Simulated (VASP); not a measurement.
Input of a VASP 6.6.1 run:

Contents of INCAR:

```
PREC = Accurate
ENCUT = 520
EDIFF = 1E-7
ISMEAR = -1
SIGMA = 0.05
LREAL = F
LASPH = T
NELM = 120
ALGO = Normal
ISIF = 2
LWAVE = F
LCHARG = F
ISPIN = 2
MAGMOM = 2
LORBIT = 11
LMAXMIX = 4
GGA = PS
NBANDS = 16
```

KPOINTS

```
regular mesh
0
Gamma
  12 12 12
```

Contents of POSCAR:

```
V
1.0
   -1.5143500000      1.5143500000      1.5143500000
    1.5143500000     -1.5143500000      1.5143500000
    1.5143500000      1.5143500000     -1.5143500000
V
1
Direct
    0.0000000000      0.0000000000      0.0000000000
```

Potentials or basis: VASP PAW PBE potentials, release 64 (V_sv).

The run is started by

```bash
$ cat potpaw_PBE.64/V_sv/POTCAR > POTCAR
$ mpirun -np 1 vasp_std > vasp.out
```

(1) Estimate the band gap on the k mesh.

(2) What does it give for the net moment?

(3) What does it give for the pressure?

Results:

(1) none (metal or under the smearing width).

(2) 0.00 μB per cell.

(3) -11.9 GPa.

Caveat: the PAW data sets were made with another functional, which shifts forces and pressure a little.
